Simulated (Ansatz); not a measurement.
Planning a run of Ansatz 0.2.0 on Sc on the Ga site in GaP (32-atom cell). The input:

```yaml
crystal:
  lattice:
    - [-5.4505, 5.4505, -5.4505]
    - [5.4505, 5.4505, 5.4505]
    - [5.4505, -5.4505, -5.4505]
  atoms:
    - { symbol: Sc, position: [0.0, 0.0, 0.0] }
    - { symbol: Ga, position: [0.2522517009, 0.5048738689, 0.2522517009] }
    - { symbol: Ga, position: [0.5, 0.0, 0.5] }
    - { symbol: Ga, position: [0.747377832, 0.4951261311, 0.747377832] }
    - { symbol: Ga, position: [0.7477482991, 0.252622168, 0.0] }
    - { symbol: Ga, position: [0.0, 0.7477482991, 0.252622168] }
    - { symbol: Ga, position: [0.2522517009, 0.2522517009, 0.5048738689] }
    - { symbol: Ga, position: [0.4951261311, 0.747377832, 0.747377832] }
    - { symbol: Ga, position: [0.5, 0.5, 0.0] }
    - { symbol: Ga, position: [0.7477482991, 0.0, 0.252622168] }
    - { symbol: Ga, position: [0.0, 0.5, 0.5] }
    - { symbol: Ga, position: [0.252622168, 0.0, 0.7477482991] }
    - { symbol: Ga, position: [0.252622168, 0.7477482991, 0.0] }
    - { symbol: Ga, position: [0.5048738689, 0.2522517009, 0.2522517009] }
    - { symbol: Ga, position: [0.747377832, 0.747377832, 0.4951261311] }
    - { symbol: Ga, position: [0.0, 0.252622168, 0.7477482991] }
    - { symbol: P, position: [0.0, 0.2643587205, 0.0] }
    - { symbol: P, position: [0.25097352, 0.752360581, 0.25097352] }
    - { symbol: P, position: [0.4986129389, 0.247639419, 0.4986129389] }
    - { symbol: P, position: [0.7356412795, 0.7356412795, 0.7356412795] }
    - { symbol: P, position: [0.74902648, 0.5013870611, 0.0] }
    - { symbol: P, position: [0.0, 0.0, 0.2643587205] }
    - { symbol: P, position: [0.247639419, 0.4986129389, 0.4986129389] }
    - { symbol: P, position: [0.5013870611, 0.0, 0.74902648] }
    - { symbol: P, position: [0.5013870611, 0.74902648, 0.0] }
    - { symbol: P, position: [0.752360581, 0.25097352, 0.25097352] }
    - { symbol: P, position: [0.0, 0.74902648, 0.5013870611] }
    - { symbol: P, position: [0.25097352, 0.25097352, 0.752360581] }
    - { symbol: P, position: [0.2643587205, 0.0, 0.0] }
    - { symbol: P, position: [0.4986129389, 0.4986129389, 0.247639419] }
    - { symbol: P, position: [0.74902648, 0.0, 0.5013870611] }
    - { symbol: P, position: [0.0, 0.5013870611, 0.74902648] }
kpoints:
  mp_grid: { grid: [2, 2, 2] }
hamiltonian:
  xc: lda
  pseudopotentials: { kind: paw, azcp: { folder: soft_1 }, xc_functional: pbe }
scf:
  occupations: { method: fixed }
  n_extra_bands: 11
output:
  eigenvalues: true
  band_densities:
    - { bands: [v5, v5] }
    - { bands: [v4, v4] }
    - { bands: [v3, v3] }
    - { bands: [v2, v2] }
    - { bands: [v1, v1] }
    - { bands: [c1, c1] }
    - { bands: [c2, c2] }
    - { bands: [c3, c3] }
    - { bands: [c4, c4] }
    - { bands: [c5, c5] }
  volumetric_format: npy
```

```sh
ansatz run input.yaml --threads 4 --pin off --max-ram 17510MiB --backend cpu --events-out ev --progress --plain --runs-dir out
```

Estimate wall time and host memory on 4 threads of Arm Neoverse V1, shared host.

It took 29 s; on shared hardware allow 15 s to 58 s. Peak host memory was 2.1 GiB. The sizes that set the cost: 12623 plane waves a state, 3 irreducible k points and 10 SCF cycles.

[Paths, hosts, dates, memory and timing lines, banners, echoed tables and standing remarks are left out of the program output.]

[Logs are printed without paths, hosts, clocks, repeated set-up lines and the standing remarks that a program may print on its own settings, such as how far it seeks lower states.]

[Runs of the session that timed out or met a known fault of the program may be left out.]

[Cells called generated may have been cut or substituted from an entry of the Crystallography Open Database or the Materials Project.]

[Hosts, paths, dates, database ids (printed as entryN), source tags and the programs' standing remarks are cut or masked in the printed files.]
